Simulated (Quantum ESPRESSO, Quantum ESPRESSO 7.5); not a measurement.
# Lattice constant of pyrite-type RuSe2: PBEsol with checks of cutoff and potentials, and LDA for comparison

## Experimental context

The reference is the cubic lattice parameter of pyrite-type RuSe2, $a = 5.934$ Å, from a printed reference work on crystallographic parameters of transition metal compound semiconductors. It is a compiled value, and neither method nor temperature is given with it. The second value, 5.9336 Å, belongs to a diffraction refinement (1990, Crystallography Open Database entry 9014395), with neither sample nor temperature given. The two differ by 0.0004 Å. I take that as weak support, because the compiled figure may well be a rounded form of the same determination. I presume that both refer to bulk material at room temperature.

| compared with | measured | source's wording or label | method |
| --- | --- | --- | --- |
| a (Å) | 5.934 | 0.5934 nm | compiled value, method not stated * |
| a (Å) | 5.9336 | value in the starting structure, on standard axes | diffraction refinement behind the database entry |

Where a quantity has several values, deviations refer to the one marked *.

Conditions are those given with the value in the passage it was taken from; "not stated" means there, and the paper may say more elsewhere. The values are a selection: others may have been left out beforehand as unlike or outlying.

## Aim and plan

The aim is the lattice constant $a$ of the ambient pyrite phase, computed for the perfect crystal with 12 atoms in the primitive cell. RuSe2 is a diamagnetic semiconductor with low-spin divalent ruthenium and selenium dimers, so a calculation without spin polarisation is appropriate. Cell and atoms relax together within the pyrite symmetry, because the Se–Se bond and the Ru–Se distances jointly set the cell size.

I count $a$ within 0.5 % of the reference as success, which is about 0.03 Å. A good semilocal functional for solids can be expected to reach this, whereas the usual errors of LDA (too short) and PBE (too long) are roughly 1 %. The static calculation leaves out thermal and zero-point expansion, which I put at roughly 0.1 to 0.3 % in length for a stiff compound of heavy atoms; a static cell should therefore lie slightly below a room-temperature one.

My choice is PBEsol, which was built for equilibrium distances in densely packed solids. A low-cutoff relaxation as a first step is not shown in this report: it is cheaper, but an incomplete basis falsifies the stress, and the stress decides the cell. The PBEsol result will then be checked for basis and potentials, and one neighbouring functional will give the scale.

Plain PBE isn't shown in this study.

System: RuSe2, pyrite type; Pa-3 (No. 205), 12 atoms in the primitive cell; the database structure is a diffraction structure: a = 5.934 Å; structure from the Crystallography Open Database.

On the selection of runs and values: Further runs on this system are not shown.

## 1. PBEsol relaxation of cell and atoms

I start with PBEsol and the GBRV ultrasoft potentials at a wavefunction cutoff of 45 Ry, a moderate setting for these potentials. I expect a lattice constant within a few tenths of a per cent of the reference.

**Run 1.** Quantum ESPRESSO 7.5: PBEsol, GBRV ultrasoft potentials, cell and atoms relaxed from the database structure, cutoff 45 Ry (density 360 Ry), 4x4x4 k mesh, Gaussian smearing 0.02 eV.

Key lines of the input:
```
! potential files: GBRV ultrasoft potentials, made for PBEsol
&control
  calculation = 'vc-relax'
  forc_conv_thr = 2.0d-4
  etot_conv_thr = 1.0d-5
  nstep = 60
/
&system
  nat = 12
  ntyp = 2
  ecutwfc = 45
  ecutrho = 360
  nbnd = 62
  occupations = 'smearing'
  smearing = 'gaussian'
  degauss = 0.00147
/
&electrons
  conv_thr = 1.0d-8
  electron_maxstep = 100
  mixing_beta = 0.4
/
&ions
/
&cell
  press_conv_thr = 0.5
/
ATOMIC_SPECIES
  Ru 101.070 Ru.upf
  Se 78.971 Se.upf
[... cell and positions ...]
K_POINTS automatic
  4 4 4 0 0 0
```

Command:
```
OMP_NUM_THREADS=1 mpirun -n 4 pw.x -nk 4 -in relax.in > relax.out
```

Selected lines of the output:
```
          total   stress  (Ry/bohr**3)                   (kbar)     P=        0.00
CELL_PARAMETERS (angstrom)
   0.000000000   0.000000000   5.914156799
```

Converged; 5.5 min on 4 cores of Arm Neoverse V1, shared host.

| quantity | run 1 | measured | deviation |
| --- | --- | --- | --- |
| a (Å) | 5.9142 | 5.934 | −0.0198 (−0.3 %) |
| conventional cell volume (Å³) | 206.86 |  |  |
| final pressure (GPa) | 0.000 |  |  |

PBEsol gives $a = 5.9142$ Å, 0.0198 Å or 0.3 % below the reference and inside the target. The sign is the one expected of a static cell set against a presumed room-temperature value, and the size lies just above the upper end of my rough allowance for thermal and zero-point expansion. The vanishing final pressure shows that the cell is relaxed for this basis and these potentials; it doesn't tell how far either of them shifts the minimum.

## 2. Checking the basis and the potentials

The remaining margin to the limit is about 0.01 Å, so an error of that size from the cutoff or the potentials would matter. I repeat the relaxation with the same potentials at 61 Ry, and once more with PseudoDojo norm-conserving potentials at 86 Ry. I expect the higher cutoff to move $a$ by a few thousandths of an ångström at most, and the change of potentials to move it somewhat more.

**Run 2.** Quantum ESPRESSO 7.5: PBEsol, GBRV ultrasoft potentials, cell and atoms relaxed from the database structure, cutoff 61 Ry (density 488 Ry), 4x4x4 k mesh, Gaussian smearing 0.02 eV.

Key lines of the input, as changed from run 1:
```diff
  &system
-   ecutwfc = 45
-   ecutrho = 360
+   ecutwfc = 61
+   ecutrho = 488
```

Selected lines of the output:
```
CELL_PARAMETERS (angstrom)
   0.000000000   0.000000000   5.913962264
```

Converged; wall time 9.4 min.

**Run 3.** Quantum ESPRESSO 7.5: PBEsol, PseudoDojo norm-conserving potentials, cell and atoms relaxed from the database structure, cutoff 86 Ry, 4x4x4 k mesh, Gaussian smearing 0.02 eV.

Key lines of the input, as changed from run 1:
```diff
- ! potential files: GBRV ultrasoft potentials, made for PBEsol
+ ! potential files: PseudoDojo norm-conserving potentials, made for PBEsol
  &system
-   ecutwfc = 45
-   ecutrho = 360
-   nbnd = 62
+   ecutwfc = 86
+   nbnd = 102
```

Selected lines of the output:
```
     kinetic-energy cutoff     =      86.0000  Ry
     number of k points=    11  Gaussian smearing, width (Ry)=  0.0015
     new unit-cell volume =   1398.15597 a.u.^3 (   207.18534 Ang^3 )
     new unit-cell volume =   1398.30622 a.u.^3 (   207.20760 Ang^3 )
          total   stress  (Ry/bohr**3)                   (kbar)     P=        0.02
     bfgs converged in   6 scf cycles and   5 bfgs steps
     new unit-cell volume =   1398.30622 a.u.^3 (   207.20760 Ang^3 )
          total   stress  (Ry/bohr**3)                   (kbar)     P=       -0.01
CELL_PARAMETERS (angstrom)
   5.917458611   0.000000000   0.000000000
   0.000000000   5.917458611   0.000000000
   0.000000000   0.000000000   5.917458611
```

Converged; wall time 19 min.

| quantity | run 2 | run 3 | measured |
| --- | --- | --- | --- |
| a (Å) | 5.9140 | 5.9175 | 5.934 |
| conventional cell volume (Å³) | 206.84 | 207.21 |  |
| final pressure (GPa) | 0.002 | −0.001 |  |

Raising the cutoff from 45 to 61 Ry changes $a$ by 0.0002 Å, which is no more than the stopping thresholds of the two relaxations allow. My guess of a few thousandths was too cautious. The norm-conserving potentials give 5.9175 Å, 0.0035 Å above the ultrasoft result at 61 Ry. All three PBEsol cells therefore lie about 0.3 % below the reference, and the change of potentials moves $a$ by only about a third of the margin to the limit, towards the reference. A denser k mesh is not shown in this report; for a semiconductor with a cell of this size I expect little from it.

## 3. LDA for scale

To see how much the functional itself matters, I relax the same structure with LDA, keeping the ultrasoft potential family and the 45 Ry cutoff. LDA usually overbinds, so I expect a shorter lattice constant than with PBEsol, roughly 1 % below the reference and outside the target.

**Run 4.** Quantum ESPRESSO 7.5: LDA, GBRV ultrasoft potentials, cell and atoms relaxed from the database structure, cutoff 45 Ry (density 360 Ry), 4x4x4 k mesh, Gaussian smearing 0.02 eV.

Key lines of the input, as changed from run 1:
```diff
- ! potential files: GBRV ultrasoft potentials, made for PBEsol
+ ! potential files: GBRV ultrasoft potentials, made for LDA
```

Selected lines of the output:
```
          total   stress  (Ry/bohr**3)                   (kbar)     P=        0.00
CELL_PARAMETERS (angstrom)
   0.000000000   0.000000000   5.880264162
```

Converged; wall time 5.6 min.

| quantity | run 4 | measured | deviation |
| --- | --- | --- | --- |
| a (Å) | 5.8803 | 5.934 | −0.0537 (−0.9 %) |
| conventional cell volume (Å³) | 203.32 |  |  |
| final pressure (GPa) | 0.000 |  |  |

LDA gives $a = 5.8803$ Å, 0.0537 Å or 0.9 % below the reference, which misses the target on the side and by about the amount I expected. The allowance for thermal and zero-point expansion is too small to bring it within the limit. At the same cutoff and with the same potential family, LDA lies 0.0339 Å below PBEsol. That is nearly ten times the shift between the two sets of potentials, so among the settings varied in these runs the functional is the one that decides the result. I end the calculations at this point, since the PBEsol value has held under a higher cutoff and a change of potentials.

## Overview

| run | settings | a (Å) | deviation | cost |
| --- | --- | --- | --- | --- |
| 1 | PBEsol, GBRV ultrasoft potentials, cutoff 45 Ry (density 360 Ry) | 5.9142 | −0.0198 (−0.3 %) | 22 core-min |
| 2 | PBEsol, GBRV ultrasoft potentials, cutoff 61 Ry (density 488 Ry) | 5.9140 | −0.0200 (−0.3 %) | 38 core-min |
| 3 | PBEsol, PseudoDojo norm-conserving potentials, cutoff 86 Ry | 5.9175 | −0.0165 (−0.3 %) | 75 core-min |
| 4 | LDA, GBRV ultrasoft potentials, cutoff 45 Ry (density 360 Ry) | 5.8803 | −0.0537 (−0.9 %) | 22 core-min |
|  | measured | 5.934 |  |  |

Further runs on the same system, made beside this series (convergence steps with loose settings among them):

| further | settings | a (Å) | deviation | cost |
| --- | --- | --- | --- | --- |
| F1 | PBEsol+D3(BJ), GBRV ultrasoft potentials, cutoff 45 Ry (density 360 Ry) | 5.8717 | −0.0623 (−1.1 %) | 25 core-min |
|  | measured | 5.934 |  |  |

## Assessment

PBEsol meets the target of 0.5 %. With ultrasoft potentials at 45 Ry it gives $a = 5.9142$ Å, 0.3 % below the reference, for 22 core-minutes. I would use this setting again for this quantity.

The two checks support the call. The higher cutoff left the lattice constant practically unchanged, and the norm-conserving potentials lengthened it by only 0.0035 Å relative to the ultrasoft result at 61 Ry. The second check was the more informative, because it put a size on the influence of the potentials.

LDA costs the same and misses at 0.9 % below the reference. A further run with PBEsol+D3(BJ) misses as well, at 1.1 % below. The dispersion term shortens $a$ by about 0.04 Å relative to run 1, more than the step from PBEsol to LDA. A likely reason is that PBEsol already describes the bonding distances in this dense crystal well, so that the added attraction overbinds.

The remaining PBEsol deviation has the sign of the missing thermal and zero-point expansion. If the reference is a room-temperature value, that expansion could account for a good part of the gap; covering all of it would take slightly more than the top of my rough allowance for the ultrasoft results, so some underestimate by the functional probably remains. I see no sign of a large cancellation, but these runs can't separate a small error of the functional from the effect of temperature.

Checks of a denser k mesh and of spin-orbit coupling are not shown in this report. On the experimental side, the close agreement of the two values may reflect a common origin, so it doesn't establish the uncertainty of the reference.

[Logs are printed without paths, hosts, clocks, repeated set-up lines and the standing remarks that a program may print on its own settings, such as how far it seeks lower states.]

[The runs shown are a pick from a larger set of finished runs; failed, doubtful and other runs were left out of it ahead of writing. So were measured values far from every level or from commonly accepted values, and agreement can look better than it is. Lines of input and output are excerpts and may be shortened.]
